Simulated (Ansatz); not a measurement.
A relaxation computed with Ansatz, from input to last step.

```yaml
crystal:
  lattice:
    - [11.7114570026, 0.0, 0.0]
    - [0.0, 4.2308917461, 0.0]
    - [0.0, 0.0, 4.489969744]
  atoms:
    - { symbol: Sn, position: [0.1192214693, 0.25, 0.1032563904] }
    - { symbol: Sn, position: [0.3807785307, 0.75, 0.6032563904] }
    - { symbol: Sn, position: [0.6192214693, 0.25, 0.3967436096] }
    - { symbol: Sn, position: [0.8807785307, 0.75, 0.8967436096] }
    - { symbol: Se, position: [0.3564624799, 0.25, 0.0238289213] }
    - { symbol: Se, position: [0.1435375201, 0.75, 0.5238289213] }
    - { symbol: Se, position: [0.8564624799, 0.25, 0.4761710787] }
    - { symbol: Se, position: [0.6435375201, 0.75, 0.9761710787] }
basis:
  ecutwfc: 420
kpoints:
  mp_grid: { grid: [4, 8, 8] }
hamiltonian:
  xc: pbe
  dispersion: d3bj
scf:
  occupations: { method: gaussian, width: 0.02 }
output:
  forces: true
  stress: true
  eigenvalues: true
relax:
  adjacent_minimum: "off"
  f_tol: 0.01
  max_steps: 30
  cell: { stress_tol: 0.1, fix: [volume] }
```

```bash
ansatz run input.yaml --threads 2 --pin off --max-ram 5120MiB --backend cpu --events-out ev --progress --plain --runs-dir out
```

Theory: DFT PBE+D3(BJ), scalar-relativistic, plane waves, PAW in Ansatz.

The volume is held at 1.06 times that of the relaxed cell.

Of 6 frames 5 are shown, positions in Å and forces in eV/Å; the SCF threshold varies from step to step. Steps run on the plane waves of an earlier cell, with a Pulay correction in the pressure. The basis is chosen afresh for the last frame, the zero of the energies, and at times for earlier ones too; energy and pressure step there, also at an unchanged geometry.

```xyz
8
Lattice="11.7115 0.0000 0.0000 0.0000 4.2309 0.0000 0.0000 0.0000 4.4900" Properties=species:S:1:pos:R:3:forces:R:3 pbc="T T T" step=1 free_energy_over_end_meV_per_atom=1.84 pressure_GPa=-2.12
Sn    1.3963    1.0577    0.4636    0.1338    0.0000    0.0955
Sn    4.4595    3.1732    2.7086   -0.1338    0.0000    0.0955
Sn    7.2520    1.0577    1.7814    0.1338    0.0000   -0.0955
Sn   10.3152    3.1732    4.0264   -0.1338    0.0000   -0.0955
Se    4.1747    1.0577    0.1070   -0.0830    0.0000   -0.0812
Se    1.6810    3.1732    2.3520    0.0830    0.0000   -0.0812
Se   10.0304    1.0577    2.1380   -0.0830    0.0000    0.0812
Se    7.5368    3.1732    4.3830    0.0830    0.0000    0.0812
8
Lattice="11.7963 0.0000 0.0000 0.0000 4.2145 0.0000 0.0000 0.0000 4.4750" Properties=species:S:1:pos:R:3:forces:R:3 pbc="T T T" step=2 free_energy_over_end_meV_per_atom=1.37 pressure_GPa=-0.93
Sn    1.4525    1.0536    0.5318   -0.1102    0.0000   -0.0515
Sn    4.4457    3.1609    2.7693    0.1102    0.0000   -0.0515
Sn    7.3506    1.0536    1.7057   -0.1102    0.0000    0.0515
Sn   10.3438    3.1609    3.9433    0.1102    0.0000    0.0515
Se    4.1851    1.0536    0.1494    0.0785    0.0000    0.0172
Se    1.7130    3.1609    2.3869   -0.0785    0.0000    0.0172
Se   10.0833    1.0536    2.0882    0.0785    0.0000   -0.0172
Se    7.6111    3.1609    4.3257   -0.0785    0.0000   -0.0172
8
Lattice="11.7542 0.0000 0.0000 0.0000 4.2152 0.0000 0.0000 0.0000 4.4903" Properties=species:S:1:pos:R:3:forces:R:3 pbc="T T T" step=3 free_energy_over_end_meV_per_atom=0.17 pressure_GPa=-1.45
Sn    1.4289    1.0538    0.4827   -0.0046    0.0000    0.0107
Sn    4.4482    3.1614    2.7278    0.0046    0.0000    0.0107
Sn    7.3060    1.0538    1.7625   -0.0046    0.0000   -0.0107
Sn   10.3253    3.1614    4.0076    0.0046    0.0000   -0.0107
Se    4.1797    1.0538    0.1059   -0.0033    0.0000   -0.0086
Se    1.6974    3.1614    2.3510    0.0033    0.0000   -0.0086
Se   10.0568    1.0538    2.1392   -0.0033    0.0000    0.0086
Se    7.5745    3.1614    4.3844    0.0033    0.0000    0.0086
8
Lattice="11.7144 0.0000 0.0000 0.0000 4.2020 0.0000 0.0000 0.0000 4.5198" Properties=species:S:1:pos:R:3:forces:R:3 pbc="T T T" step=4 free_energy_over_end_meV_per_atom=0.02 pressure_GPa=-1.41
Sn    1.4145    1.0505    0.5065   -0.0007    0.0000    0.0018
Sn    4.4427    3.1515    2.7664    0.0007    0.0000    0.0018
Sn    7.2717    1.0505    1.7534   -0.0007    0.0000   -0.0018
Sn   10.2999    3.1515    4.0132    0.0007    0.0000   -0.0018
Se    4.1676    1.0505    0.1094   -0.0122    0.0000   -0.0018
Se    1.6896    3.1515    2.3693    0.0122    0.0000   -0.0018
Se   10.0248    1.0505    2.1504   -0.0122    0.0000    0.0018
Se    7.5468    3.1515    4.4103    0.0122    0.0000    0.0018
8
Lattice="11.7096 0.0000 0.0000 0.0000 4.1966 0.0000 0.0000 0.0000 4.5274" Properties=species:S:1:pos:R:3:forces:R:3 pbc="T T T" step=6 free_energy_over_end_meV_per_atom=0.00 pressure_GPa=-1.40
Sn    1.4077    1.0491    0.5124    0.0018    0.0000    0.0017
Sn    4.4472    3.1474    2.7761   -0.0018    0.0000    0.0017
Sn    7.2625    1.0491    1.7513    0.0018    0.0000   -0.0017
Sn   10.3020    3.1474    4.0150   -0.0018    0.0000   -0.0017
Se    4.1598    1.0491    0.1093    0.0020    0.0000   -0.0022
Se    1.6950    3.1474    2.3730   -0.0020    0.0000   -0.0022
Se   10.0146    1.0491    2.1544    0.0020    0.0000    0.0022
Se    7.5498    3.1474    4.4181   -0.0020    0.0000    0.0022
```

It took 57 s on 2 threads of AMD EPYC 9R45 96-Core Processor (Zen 5), with other jobs on the host, peak memory 1.1 GiB.